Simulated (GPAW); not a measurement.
# Rh (Fm-3m) in GPAW: notebook, part 2 of 3

GPAW 26.7.0. Earlier steps stand in the parts before.

### 4 Relaxation of cell and atoms, PBEsol+D3

Input file run.py:

```python
from ase import Atoms
from ase.calculators.mixing import SumCalculator
from ase.filters import FrechetCellFilter
from ase.io import write
from ase.optimize import BFGS
from dftd3.ase import DFTD3
from gpaw import GPAW, PW, setup_paths

setup_paths.insert(0, '.')

atoms = Atoms(['Rh'],
              cell=[[0.0, 1.89785, 1.89785],
                    [1.89785, 0.0, 1.89785],
                    [1.89785, 1.89785, 0.0]],
              scaled_positions=[[0.0, 0.0, 0.0]],
              pbc=True)

calc = GPAW(mode=PW(600),
            xc='PBEsol',
            kpts={'size': (12, 12, 12), 'gamma': True},
            occupations={'name': 'fermi-dirac', 'width': 0.05},
            nbands=16,
            convergence={'density': 1e-05, 'forces': 0.0001},
            maxiter=150,
            txt='gpaw.txt')
atoms.calc = SumCalculator([calc, DFTD3(method='pbesol', damping='d3zero')])
opt = BFGS(FrechetCellFilter(atoms), trajectory='relax.traj', logfile='-')
done = opt.run(fmax=0.02, steps=60)
calc.write('gs.gpw')
write('result.traj', atoms)
print('Converged:', done)
print('Cell:', atoms.cell.cellpar().round(4))
print('Volume:', round(atoms.get_volume(), 4))
print(atoms.get_scaled_positions().round(5))
```

Potentials or basis: PAW data sets generated in the run's folder for this functional, pw.

Run with:

```bash
$ gpaw-setup -f PBEsol Rh
$ OMP_NUM_THREADS=1 python run.py
```

gpaw.txt:

```text
__  _  _
 | _ |_)|_||  |
 |__||  | ||/\| - 26.7.0

Input parameters:
  mode=PW(ecut=600.0),
  convergence={'density': 1e-05, 'forces': 0.0001},
  kpts=MonkhorstPack(size=(12, 12, 12), gamma=True),
  maxiter=150,
  nbands=16,
  occupations=Occupations(name='fermi-dirac', width=0.05),
  xc=XC(name='PBEsol')

Diagonalizing LCAO Hamiltonian
Converting LCAO to pw mode

       Rh

Atoms  # Å, Bohr magnetons
|   | symbol |        x |        y |        z |    initial magnetic moments |
|---|--------|----------|----------|----------|-----------------------------|
| 0 |     Rh | 0.000000 | 0.000000 | 0.000000 | ( 0.0000,  0.0000,  0.0000) |

Unit cell  # Å
| periodic |        x |        y |        z |  lengths |    angles |
|----------|----------|----------|----------|----------|-----------|
|      yes | 0.000000 | 1.897850 | 1.897850 | 2.683965 | 60.000000 |
|      yes | 1.897850 | 0.000000 | 1.897850 | 2.683965 | 60.000000 |
|      yes | 1.897850 | 1.897850 | 0.000000 | 2.683965 | 60.000000 |

Number of symmetries: 48
Symmetry operations  # r_c * U_cc + t_c -> r_c
|    | kind |            matrix            |
|----|------|------------------------------|
|  0 |  σ   |  1, 0, 0,  1, 0,-1,  1,-1, 0 |
|  1 |  C2  |  1, 0, 0,  1,-1, 0,  1, 0,-1 |
|  2 |  E   |  1, 0, 0,  0, 1, 0,  0, 0, 1 |
|  3 |  σ   |  1, 0, 0,  0, 0, 1,  0, 1, 0 |
|  4 |  C4  |  1, 0,-1,  1, 0, 0,  1,-1, 0 |
|  5 |  S6  |  1, 0,-1,  1,-1, 0,  1, 0, 0 |
|  6 |  σ   |  1, 0,-1,  0, 1,-1,  0, 0,-1 |
|  7 |  C3  |  1, 0,-1,  0, 0,-1,  0, 1,-1 |
|  8 |  S6  |  1,-1, 0,  1, 0, 0,  1, 0,-1 |
|  9 |  C4  |  1,-1, 0,  1, 0,-1,  1, 0, 0 |
| 10 |  C3  |  1,-1, 0,  0,-1, 1,  0,-1, 0 |
| 11 |  σ   |  1,-1, 0,  0,-1, 0,  0,-1, 1 |
| 12 |  σ   |  0, 1, 0,  1, 0, 0,  0, 0, 1 |
| 13 |  C4  |  0, 1, 0,  0, 1,-1, -1, 1, 0 |
[... 144 lines left out ...]
SCF iterations
|iter     | |      energy | eigst |  dens |force |
|---------|-|-------------|-------|-------|------|
|iter:   1| |   -8.834917 | +0.05 |       |      |
|iter:   2| |   -8.690846 | -2.72 | -1.08 |      |
|iter:   3| |   -8.177311 | -2.03 | -1.14 |      |
|iter:   4| |   -8.172604 | -3.66 | -2.29 |      |
|iter:   5| |   -8.170832c| -3.64 | -2.48 |      |
|iter:   6| |   -8.170828c| -6.25 | -3.54 |      |
|iter:   7| |   -8.170830c| -6.45 | -3.80 |      |
|iter:   8| |   -8.170830c| -7.62c| -5.14c|      |
|iter:   9| |   -8.170830c| -8.46c| -5.80c|-23.50c|

Converged in 9 steps
Energy contributions relative to reference atoms: (reference = -130069.661446)

Energy contributions:
  Kinetic:          -5.638698
  Coulomb:           2.972705
  Zero:             -0.067787
  External:          0.000000
  Xc:               -5.432946
  Entropy:          -0.008208
  Spinorbit:         0.000000
  ----------------------------
  Free energy:      -8.174934
  Extrapolated:     -8.170830
[... 11 lines left out ...]
|          4 |         8.671 |     2.000 |
|          5 |         8.671 |     2.000 |
[... 8 lines left out ...]
|         14 |        43.903 |     0.000 |
|         15 |        44.068 |     0.000 |

No gap
No difference between direct/indirect transitions

Stress tensor  # eV/Ang^3
|         x |        y |         z |
|-----------|----------|-----------|
|  0.009003 | 0.000000 | -0.000000 |
|  0.000000 | 0.009003 |  0.000000 |
| -0.000000 | 0.000000 |  0.009003 |

Forces  # eV/Ang
|       x |        y |       z |
|---------|----------|---------|
| 0.00000 | -0.00000 | 0.00000 |  # Rh   0

Interpolating wave functions to new cell

       Rh

Atoms  # Å, Bohr magnetons
|   | symbol |         x |         y |        z |    initial magnetic moments |
|---|--------|-----------|-----------|----------|-----------------------------|
| 0 |     Rh | -0.000000 | -0.000000 | 0.000000 | ( 0.0000,  0.0000,  0.0000) |

Unit cell  # Å
| periodic |        x |         y |         z |  lengths |    angles |
|----------|----------|-----------|-----------|----------|-----------|
|      yes | 0.000000 |  1.879207 |  1.879207 | 2.657601 | 60.000000 |
|      yes | 1.879207 | -0.000000 |  1.879207 | 2.657601 | 60.000000 |
|      yes | 1.879207 |  1.879207 | -0.000000 | 2.657601 | 60.000000 |

Number of symmetries: 48
Symmetry operations  # r_c * U_cc + t_c -> r_c
|    | kind |            matrix            |
|----|------|------------------------------|
|  0 |  σ   |  1, 0, 0,  1, 0,-1,  1,-1, 0 |
|  1 |  C2  |  1, 0, 0,  1,-1, 0,  1, 0,-1 |
|  2 |  E   |  1, 0, 0,  0, 1, 0,  0, 0, 1 |
|  3 |  σ   |  1, 0, 0,  0, 0, 1,  0, 1, 0 |
|  4 |  C4  |  1, 0,-1,  1, 0, 0,  1,-1, 0 |
|  5 |  S6  |  1, 0,-1,  1,-1, 0,  1, 0, 0 |
|  6 |  σ   |  1, 0,-1,  0, 1,-1,  0, 0,-1 |
|  7 |  C3  |  1, 0,-1,  0, 0,-1,  0, 1,-1 |
|  8 |  S6  |  1,-1, 0,  1, 0, 0,  1, 0,-1 |
|  9 |  C4  |  1,-1, 0,  1, 0,-1,  1, 0, 0 |
| 10 |  C3  |  1,-1, 0,  0,-1, 1,  0,-1, 0 |
| 11 |  σ   |  1,-1, 0,  0,-1, 0,  0,-1, 1 |
| 12 |  σ   |  0, 1, 0,  1, 0, 0,  0, 0, 1 |
| 13 |  C4  |  0, 1, 0,  0, 1,-1, -1, 1, 0 |
[... 144 lines left out ...]
SCF iterations
|iter     | |      energy | eigst |  dens |force |
|---------|-|-------------|-------|-------|------|
|iter:   1| |   -8.189323 | -1.40 |       |      |
|iter:   2| |   -8.183005 | -4.75 | -1.76 |      |
|iter:   3| |   -8.162695 | -3.48 | -1.81 |      |
|iter:   4| |   -8.163256 | -4.82 | -2.67 |      |
|iter:   5| |   -8.163630c| -4.71 | -2.96 |      |
|iter:   6| |   -8.163631c| -7.04 | -3.97 |      |
|iter:   7| |   -8.163631c| -7.62c| -4.25 |      |
|iter:   8| |   -8.163631c| -9.21c| -5.81c|      |
|iter:   9| |   -8.163631c|-10.05c| -6.13c|-24.99c|

Converged in 9 steps
Energy contributions relative to reference atoms: (reference = -130069.661446)

Energy contributions:
  Kinetic:          -2.658033
  Coulomb:           0.510675
  Zero:             -0.074859
  External:          0.000000
  Xc:               -5.937545
  Entropy:          -0.007737
  Spinorbit:         0.000000
  ----------------------------
  Free energy:      -8.167500
  Extrapolated:     -8.163631
[... 11 lines left out ...]
|          4 |         9.082 |     2.000 |
|          5 |         9.082 |     2.000 |
[... 8 lines left out ...]
|         14 |        44.455 |     0.000 |
|         15 |        45.119 |     0.000 |

No gap
No difference between direct/indirect transitions

Stress tensor  # eV/Ang^3
|         x |         y |         z |
|-----------|-----------|-----------|
| -0.047592 |  0.000000 |  0.000000 |
|  0.000000 | -0.047592 |  0.000000 |
|  0.000000 |  0.000000 | -0.047592 |

Forces  # eV/Ang
|        x |       y |       z |
|----------|---------|---------|
| -0.00000 | 0.00000 | 0.00000 |  # Rh   0

Interpolating wave functions to new cell

       Rh

Atoms  # Å, Bohr magnetons
|   | symbol |         x |        y |        z |    initial magnetic moments |
|---|--------|-----------|----------|----------|-----------------------------|
| 0 |     Rh | -0.000000 | 0.000000 | 0.000000 | ( 0.0000,  0.0000,  0.0000) |

Unit cell  # Å
| periodic |         x |         y |         z |  lengths |    angles |
|----------|-----------|-----------|-----------|----------|-----------|
|      yes | -0.000000 |  1.880198 |  1.880198 | 2.659001 | 60.000000 |
|      yes |  1.880198 | -0.000000 |  1.880198 | 2.659001 | 60.000000 |
|      yes |  1.880198 |  1.880198 | -0.000000 | 2.659001 | 60.000000 |

Number of symmetries: 48
Symmetry operations  # r_c * U_cc + t_c -> r_c
|    | kind |            matrix            |
|----|------|------------------------------|
|  0 |  σ   |  1, 0, 0,  1, 0,-1,  1,-1, 0 |
|  1 |  C2  |  1, 0, 0,  1,-1, 0,  1, 0,-1 |
|  2 |  E   |  1, 0, 0,  0, 1, 0,  0, 0, 1 |
|  3 |  σ   |  1, 0, 0,  0, 0, 1,  0, 1, 0 |
|  4 |  C4  |  1, 0,-1,  1, 0, 0,  1,-1, 0 |
|  5 |  S6  |  1, 0,-1,  1,-1, 0,  1, 0, 0 |
|  6 |  σ   |  1, 0,-1,  0, 1,-1,  0, 0,-1 |
|  7 |  C3  |  1, 0,-1,  0, 0,-1,  0, 1,-1 |
|  8 |  S6  |  1,-1, 0,  1, 0, 0,  1, 0,-1 |
|  9 |  C4  |  1,-1, 0,  1, 0,-1,  1, 0, 0 |
| 10 |  C3  |  1,-1, 0,  0,-1, 1,  0,-1, 0 |
| 11 |  σ   |  1,-1, 0,  0,-1, 0,  0,-1, 1 |
| 12 |  σ   |  0, 1, 0,  1, 0, 0,  0, 0, 1 |
| 13 |  C4  |  0, 1, 0,  0, 1,-1, -1, 1, 0 |
[... 144 lines left out ...]
SCF iterations
|iter     | |      energy | eigst |  dens |force |
|---------|-|-------------|-------|-------|------|
|iter:   1| |   -8.164647 | -3.88 |       |      |
|iter:   2| |   -8.164631 | -7.25 | -3.04 |      |
|iter:   3| |   -8.164586c| -6.04 | -3.09 |      |
|iter:   4| |   -8.164588c| -7.33 | -3.94 |      |
|iter:   5| |   -8.164590c| -7.21 | -4.23 |      |
|iter:   6| |   -8.164590c| -8.30c| -5.24c|      |
|iter:   7| |   -8.164590c| -8.62c| -5.53c|-25.37c|

Converged in 7 steps
Energy contributions relative to reference atoms: (reference = -130069.661446)

Energy contributions:
  Kinetic:          -2.825044
  Coulomb:           0.648598
  Zero:             -0.074456
  External:          0.000000
  Xc:               -5.909807
  Entropy:          -0.007761
  Spinorbit:         0.000000
  ----------------------------
  Free energy:      -8.168470
  Extrapolated:     -8.164590
[... 11 lines left out ...]
|          4 |         9.060 |     2.000 |
|          5 |         9.060 |     2.000 |
[... 8 lines left out ...]
|         14 |        44.433 |     0.000 |
|         15 |        45.053 |     0.000 |

No gap
No difference between direct/indirect transitions

Stress tensor  # eV/Ang^3
|         x |         y |         z |
|-----------|-----------|-----------|
| -0.044352 | -0.000000 |  0.000000 |
| -0.000000 | -0.044352 |  0.000000 |
|  0.000000 |  0.000000 | -0.044352 |

Forces  # eV/Ang
|        x |       y |        z |
|----------|---------|----------|
| -0.00000 | 0.00000 | -0.00000 |  # Rh   0

# Writing to gs.gpw (mode='')
```

It took 33 s on 1 thread of Intel Xeon Platinum 8488C (Sapphire Rapids), shared host; peak memory 0.17 GiB.

What came out:

- Free energy: -8.6456 eV
- Relaxed volume: 13.29 Å³/atom
- Relaxed cell: a = 2.659 Å, b = 2.659 Å, c = 2.659 Å, α = 60.00°, β = 60.00°, γ = 60.00°
- Space group after relaxing (to 0.05 Å): Fm-3m (No. 225)
- Energy gained by relaxing: 10.0 meV/atom
- Ionic steps: 3
- Pressure after relaxing: 0.0 GPa
- Band gap on the k mesh: none (metal or under the smearing width)
- Dispersion energy per atom: -0.477 eV

Step by step:
| step | energy change (eV) | largest force (eV/Å) | pressure (GPa) | volume (Å³) |
| --- | --- | --- | --- | --- |
| 1 | 0.0000 | 0.0000 | -8.10 | 13.67 |
| 2 | -0.0100 | 0.0000 | 0.47 | 13.27 |
| 3 | -0.0100 | 0.0000 | -0.02 | 13.29 |

Final structure:
```
Rh
1.0
     0.00000    1.88020    1.88020
     1.88020    0.00000    1.88020
     1.88020    1.88020    0.00000
Rh
1
Direct
  0.00000 0.00000 0.00000
```

Caveat: later steps reuse the first step's grids; pairwise dispersion overbinds metals, which lowers pressure and volume.

(Continued in part 3 of 3.)
